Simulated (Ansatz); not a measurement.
# Pb (Fm-3m) in Ansatz: settings compared, part 2 of 2

Ansatz 0.2.0. The steps go on from the part before.

**10. Single point, PBE, 32.14 Å³/atom (volume scaled by 1.06)**

input.yaml

```yaml
crystal:
  lattice:
    - [0.0, 2.5235621278, 2.5235621278]
    - [2.5235621278, 0.0, 2.5235621278]
    - [2.5235621278, 2.5235621278, 0.0]
  atoms:
    - { symbol: Pb, position: [0.0, 0.0, 0.0] }
hamiltonian:
  xc: pbe
  pseudopotentials: { kind: paw, accuracy: stringent }
kpoints:
  mp_grid: { grid: [9, 9, 9] }
scf:
  occupations: { method: fermi_dirac, width: 0.05 }
output:
  forces: true
  stress: true
  eigenvalues: true
  write_density: true
  write_potential: true
  elf: true
  volumetric_format: npy
```

The run is started by

```sh
ansatz run input.yaml --threads 2 --pin off --max-ram 5120MiB --backend cpu --events-out ev --progress --plain --runs-dir out
```

Run time: 0.49 s. Hardware: 2 threads of AMD EPYC 9B45 (Zen 5), shared host; peak memory 0.4 GiB.

Results (log left out):

```
Free energy            : -11844.3616 eV
Pressure               : -0.3 GPa
Band gap on the k mesh : none (metal or under the smearing width)
```

**11. Equation of state, PBE**

No new run: the results of the series are fitted here.

Results:

```yaml
Equilibrium_volume: 31.90 Å³/atom
Bulk_modulus: 40 GPa
Pressure_derivative_of_the_bulk_modulus: 5.4
```

Energy against volume, from the lowest point:
| volume (Å³/atom) | energy (meV/atom) |
| --- | --- |
| 28.503 | 56.87 |
| 29.110 | 36.62 |
| 29.716 | 21.37 |
| 30.323 | 10.57 |
| 30.929 | 3.70 |
| 31.535 | 0.31 |
| 32.142 | 0.00 |

The run has no spin-orbit coupling, so splittings on Pb are missing.

**12. Band structure, PBE**

input.yaml

```yaml
crystal:
  lattice:
    - [0.0, 2.47502, 2.47502]
    - [2.47502, 0.0, 2.47502]
    - [2.47502, 2.47502, 0.0]
  atoms:
    - { symbol: Pb, position: [0.0, 0.0, 0.0] }
hamiltonian:
  xc: pbe
  pseudopotentials: { kind: nc, source: spms }
kpoints:
  mp_grid: { grid: [9, 9, 9] }
  band_path:
    path:
      - [[0.0, 0.0, 0.0], [0.5, 0.0, 0.5], [0.5, 0.25, 0.75], [0.375, 0.375, 0.75], [0.0, 0.0, 0.0], [0.5, 0.5, 0.5], [0.625, 0.25, 0.625], [0.5, 0.25, 0.75], [0.5, 0.5, 0.5], [0.375, 0.375, 0.75]]
      - [[0.625, 0.25, 0.625], [0.5, 0.0, 0.5]]
    npoints: 14
scf:
  occupations: { method: fermi_dirac, width: 0.05 }
  n_extra_bands: 6
output:
  forces: true
  stress: true
  eigenvalues: true
  fatbands: false
```

Potentials or basis: SPMS NC.

The run is started by

```sh
ansatz run input.yaml --threads 2 --pin off --max-ram 5120MiB --backend cpu --events-out ev --progress --plain --runs-dir out
```

The log of the run:

```text
Warning: RAYON_NUM_THREADS=2 ignored (pool sized by the plan → 2); use --threads N
scf.n_extra_bands = 6 over 7 filled bands (N_el = 14.0): the run solves 13 bands
Engine: ansatz 0.2.0, x86_64-unknown-linux-gnu
Pseudopotentials: kind: nc
Pseudopotential: Pb, nc, valence charge 14, recommended cutoff 380.959407443832 eV (normal), Pb.nc.azcp
Functional definition: PBE
  parameter kappa = 0.804
  parameter beta = 0.06672455060314922
  exchange = pbe_x(kappa = kappa, mu = beta*pi^2/3)
  correlation = pbe_c(beta = beta)
Crystal: 1 atoms, lattice volume = 30.323 Å³
Basis set: ecut = 380.959407443832 eV, 531 PW (Γ), exchange–correlation on 48×48×48 points (8 copies of the dense FFT grid, shifted against one another)
Bands: 13, of which v1, the nominal top of the filled ones, is band 7 counted from 1 (6 counted from 0)
Symmetry: 48 space group operations
Space group: Fm-3m (ITA 225), of the structure as read, at distance tolerance 3.1e-5 Å
k-points: 35 of 729
Non-local potential: Pb, projectors of the file, l = 0: 2, l = 1: 2, l = 2: 2
Initial density: superposition of atomic densities (chi_scale 0.1, normalization cell)
Initial wavefunctions: pseudopotential atomic-orbital guess
Functional: x = pbe(κ = 0.804, μ = 0.2195149727645171), c = pbe(β = 0.06672455060314922)
SCF iter   1: F=—  HF=-1710.697896 eV  |F-HF|=—  |Δ(HF+E_count)|=         —  Δρ=8.21e-3  dr2=3.14e-2  ethr=3.10e-3  ⟨swp⟩=5.3  Hψ=3046  notcnv=0
preconditioner: auto → none  [insulator: Δε(μ)=0.230 eV  Ē_g=22.549 eV  σ=0.050 eV  W_gap=0.52  n_scr=8 (ndim 8)  ℏωp=25.2 eV  f_vac=0.000  D(μ)=0.39/eV (n_scr^D=0)  ε∞_Penn≈2.3]
SCF iter   2: F=—  HF=-1710.687858 eV  |F-HF|=—  |Δ(HF+E_count)|=   1.00e-2  Δρ=2.67e-3  dr2=2.10e-3  ethr=2.24e-4  ⟨swp⟩=3.2  Hψ=1144  notcnv=0  defer=57
SCF iter   3: F=—  HF=-1710.687866 eV  |F-HF|=—  |Δ(HF+E_count)|=   7.60e-6  Δρ=9.47e-4  dr2=1.66e-4  ethr=1.50e-5  ⟨swp⟩=2.0  Hψ=617  notcnv=0  defer=57
SCF iter   4: F=—  HF=-1710.687922 eV  |F-HF|=—  |Δ(HF+E_count)|=   5.61e-5  Δρ=5.28e-5  dr2=4.29e-7  ethr=1.19e-6  ⟨swp⟩=1.8  Hψ=473  notcnv=0  defer=57
SCF iter   5: F=—  HF=-1710.687925 eV  |F-HF|=—  |Δ(HF+E_count)|=   3.35e-6  Δρ=7.91e-6  dr2=1.36e-8  ethr=7.14e-10  ⟨swp⟩=11.8  Hψ=3070  notcnv=0
SCF iter   6: F=-1710.687925 eV  HF=-1710.687925 eV  |F-HF|=1.32e-11  |Δ(HF+E_count)|=   6.85e-9  Δρ=3.45e-7  dr2=8.59e-12  ethr=9.72e-11  ⟨swp⟩=2.7  Hψ=1402  notcnv=0
SCF 1 converged in 6 iterations: F = -1710.687925 eV  dr2 = 8.59e-12
NSCF: frozen V_eff on 142 k-points
SCF converged after 6 iterations
Free energy (F): -1710.687925 eV
Harris-Foulkes:  -1710.687925 eV  (|F-HF|=1.32e-11)
Internal energy: -1710.684796 eV  (E = F + TS)
E sigma→0 (E₀):  -1710.686361 eV
Entropy (-TS):   -0.003129 eV (-3.129 meV/atom)
Fermi energy:    12.671806 eV
--- Per-component energies (eV) ---
  E_band       = -11.131178
  E_kinetic    = 691.751385
  E_local      = -712.263156  (includes V_loc(G=0)·N_el)
  E_nonlocal   = -197.465234
  E_hartree    = 240.868747
  E_xc         = -426.516784
  E_vxc        = -274.891703  (∫ρ·V_xc dr)
  E_ewald      = -1307.059754
  E_smearing   = -0.003129  (= −TS)
  E_closure    = -0.000000  (closes the sum)
  Σ components = -1710.687925   (vs F -1710.687925, Δ=0.00e0)
--- Forces (eV/Å), atoms counted from 1 ---
  atom   1  Pb    -0.00000000    -0.00000000     0.00000000
  max |Σ_I F_I| component: 4.11e-32 eV/Å
--- Stress (GPa, compression-positive) ---
        2.262521       0.000000       0.000000
        0.000000       2.262521       0.000000
        0.000000      -0.000000       2.262521
  P = ⅓ Tr σ = 2.2625 GPa (22.625 kbar)
--- Band table (eV; the first three rows and the last of 35) ---
  k-point 0: bands = ["-4.2868", "-4.2868", "-4.2868", "-4.1465", "-4.1465", "1.0519", "20.2325", "20.2325", "20.2325", "22.7958", "23.9981", "25.3032", "25.3032"]
  k-point 1: bands = ["-4.2874", "-4.2704", "-4.2704", "-4.1466", "-4.1466", "1.2901", "17.8499", "19.9465", "19.9465", "22.3222", "25.0674", "25.8178", "25.8178"]
  k-point 2: bands = ["-4.2925", "-4.2508", "-4.2508", "-4.1241", "-4.1241", "2.0027", "14.3859", "19.3469", "19.3469", "21.9102", "24.8125", "25.5003", "25.5003"]
  k-point 34: bands = ["-4.2782", "-4.2652", "-4.1844", "-4.0937", "-3.9899", "5.9944", "10.9974", "11.9466", "13.5983", "23.1241", "24.2793", "25.2219", "27.2803"]
```

Wall time 0.39 s (2 threads of AMD EPYC 9B45 (Zen 5), shared host); peak memory 0.3 GiB.

What came out:

```yaml
Free_energy: -1710.6879 eV
Pressure: 2.3 GPa
Band_gap_on_the_k_mesh: none (metal or under the smearing width)
```

Levels at the corners of the path, in eV from the Fermi level:
```
point  band 3  band 4  band 5  band 6  band 7  band 8  band 9  band 10  band 11  band 12
    Γ  -16.96  -16.82  -16.82  -11.62    7.56    7.56    7.56    10.12    11.33    12.63
    X  -16.70  -16.65  -16.65   -6.58   -3.13    2.21    2.21     5.50     6.79    19.07
    W  -16.90  -16.77  -16.65   -6.48   -1.23   -1.23    0.41    11.00    12.43    12.43
    K  -16.75  -16.75  -16.69   -6.67   -2.14   -1.08    3.13     6.62    11.55    16.76
    Γ  -16.96  -16.82  -16.82  -11.62    7.56    7.56    7.56    10.12    11.33    12.63
    L  -16.95  -16.68  -16.68   -7.99   -4.06    5.74    5.74     9.54     9.55    11.35
    U  -16.75  -16.75  -16.69   -6.67   -2.14   -1.08    3.13     6.62    11.55    16.76
    W  -16.90  -16.77  -16.65   -6.48   -1.23   -1.23    0.41    11.00    12.43    12.43
    L  -16.95  -16.68  -16.68   -7.99   -4.06    5.74    5.74     9.54     9.55    11.35
    K  -16.75  -16.75  -16.69   -6.67   -2.14   -1.08    3.13     6.62    11.55    16.76
    U  -16.75  -16.75  -16.69   -6.67   -2.14   -1.08    3.13     6.62    11.55    16.76
    X  -16.70  -16.65  -16.65   -6.58   -3.13    2.21    2.21     5.50     6.79    19.07
```

Caveat: spin-orbit coupling is left out, which moves the levels of the heavy elements.

**13. The runs side by side**

```csv
task,level,potentials or basis,cutoff (eV),points for each segment of the path,gap on the mesh (eV),pressure (GPa)
band structure,exchange-only PBE,Ansatz PAW,420,14,none,11.5
band structure,PBE,Ansatz PAW polarizable,420,14,none,2.3
equation of state,PBE,SSSP precision PAW,612,-,-,-
band structure,PBE,SPMS NC,381,14,none,2.3
```

Alike in all rows: no spin polarisation; cell as given; k mesh 9 × 9 × 9; smearing fermi-dirac 0.05 eV.

Caveats: spin-orbit coupling is left out, which moves the levels of the heavy elements (some runs); the PAW data sets come from PBE, with cores solved anew for the run's functional, which leaves a small shift of forces and pressure (some runs).

Total energies depend on the potentials used, so only differences within one code and one set of settings carry meaning.

**14. Comparison with measurements**

Step 11. The cell as given is a measured one (30.32 Å³/atom); PBE puts the equilibrium volume +5.2 % from it, thermal expansion not counted.
